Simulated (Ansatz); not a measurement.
# How much does the functional matter for the cell of GaAs?

The starting cell is an entry of the Crystallography Open Database (1963):

```
CELL_PARAMETERS angstrom
0.00000 2.82685 2.82685
2.82685 0.00000 2.82685
2.82685 2.82685 0.00000
ATOMIC_POSITIONS crystal
Ga 0.00000 0.00000 0.00000
As 0.25000 0.25000 0.25000
```

Atoms and cell were relaxed at zero pressure with plane-wave PAW DFT (Ansatz 0.2.0; one set of PAW datasets, made under PBE, for all functionals; 420 eV, r2SCAN 500 eV; 8×8×8 Γ-centred mesh, fermi-dirac occupations of width 0.020 eV; no spin polarisation, no spin-orbit coupling, no dispersion correction), keeping the symmetry (F-43m, No. 216).

Problem. Which functional gives the smallest cell, and how wide is the spread?

Solution. The relaxed conventional cells:

```json
{"functional": "LDA", "a (Å)": "5.602", "volume (Å³/atom)": "21.98", "formation energy (eV/atom)": "-0.321"}
{"functional": "PBEsol", "a (Å)": "5.658", "volume (Å³/atom)": "22.64", "formation energy (eV/atom)": "-0.316"}
{"functional": "PBE", "a (Å)": "5.745", "volume (Å³/atom)": "23.70", "formation energy (eV/atom)": "-0.350"}
{"functional": "r2SCAN", "a (Å)": "5.665", "volume (Å³/atom)": "22.73", "formation energy (eV/atom)": "-0.452"}
{"functional": "the entry", "a (Å)": "5.654", "volume (Å³/atom)": "22.59", "formation energy (eV/atom)": "–"}
```

LDA gives the smallest volume and PBE the largest, 7.9 % more, the usual order, since LDA overbinds and PBE's gradient terms loosen the lattice. Against the entry's volume: LDA -2.7 %, PBEsol +0.2 %, PBE +4.9 %, r2SCAN +0.6 %. No verdict is drawn from this: the entry is old or was flagged in a check, so the entry may be off as well as the functionals. The formation energies span 0.14 eV an atom, lowest under r2SCAN.

Caveats: each relaxation keeps the start's symmetry, so a distorted cell may lie lower; computed cells are at 0 K with fixed nuclei, while the entry holds thermal expansion, often some tenths of a per cent in volume and more in soft crystals; formation energies are at zero smearing against the elements' usual phases under the same functional, gases as free molecules, uncorrected.
